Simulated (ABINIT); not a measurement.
Runs of ABINIT 10.8.3 (patched build) on Te2Mo. Symmetry: P6_3/mmc, No. 194, hexagonal system. Conventional cell: a = 3.518 Å, b = 3.518 Å, c = 13.974 Å, α = 90.00°, β = 90.00°, γ = 120.00°. Around Te (site symmetry 3m) lie 3 Mo at 2.72 Å. Mo (site symmetry -6m2) has 6 Te at 2.72 Å as nearest neighbours. 

| task | level | potentials or basis | cell | k mesh | cell freedom (optcell) | cutoff smearing ecutsm (Ha) | optimiser (ionmov) | force stop (Ha/bohr) | gap on the mesh (eV) | pressure (GPa) | relaxed volume (Å³/atom) | largest force (eV/Å) |
| --- | --- | --- | --- | --- | --- | --- | --- | --- | --- | --- | --- | --- |
| relaxation of cell and atoms | LDA | JTH PAW LDA v2.0 | relaxed | 8 × 8 × 2 | 2 | 0.5 | 2 | 0.0001 | 0.68 | 0.0 | 24.17 | - |
| single point | PBEsol | JTH PAW PBE v2.0 | as given | 7 × 7 × 2 | - | - | - | - | 0.78 | -0.1 | - | 0.06 |
| single point | PBE | JTH PAW PBE v2.0 | as given | 7 × 7 × 2 | - | - | - | - | (a) | 3.8 | - | 0.30 |
| band structure | PBE | JTH PAW PBE v2.0 | as given | 9 × 9 × 2 | - | - | - | - | 0.74 | 3.8 | - | 0.30 |
| relaxation of cell and atoms | PBEsol | JTH PAW PBE v2.0 | relaxed | 9 × 9 × 2 | 2 | 0.5 | 22 | 5e-05 | 0.74 | 0.0 | (c) | - |
| single point | LDA | JTH PAW LDA v2.0 | as given | 7 × 7 × 2 | - | - | - | - | 0.77 | (b) | - | 0.17 |

Alike in all rows: no spin polarisation; cutoff (eV) 408; smearing fermi-dirac 0.05 eV.

Fill in the values left out.

(a) 0.80; (b) -2.2; (c) 24.90.

Caveats: spin-orbit coupling is left out, which moves the levels of the heavy elements; an odd mesh through Γ misses points on the zone boundary, where band edges often lie (some runs); this functional lacks dispersion, which binds the layers, so the pressure and a relaxed spacing across them are unreliable (some runs); the PAW data sets were made with another functional, which shifts forces and pressure a little (some runs).

A k mesh can miss the band edges, and the runs leave out spin-orbit coupling on Mo, Te.

Not every run made on this cell is shown here.
